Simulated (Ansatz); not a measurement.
An element in the sc structure gives these cold pressures by all-electron LAPW under PBE (Ansatz 0.2.0, scalar-relativistic, no spin polarisation).

```
V (Å³/atom)  P (GPa)
      17.14     0.02
      15.08     43.3
      13.37    109.7
      11.65    228.7
       9.94    452.1
       8.57    781.8
       7.37     1314
```

Task: Which element is it?

Result: Re. Its zero-pressure volume in this structure is near 17.1 Å³/atom; the volume and the steepness of P(V) together point to it, though neighbours can come close. Other candidates weren't computed, and some may come near.
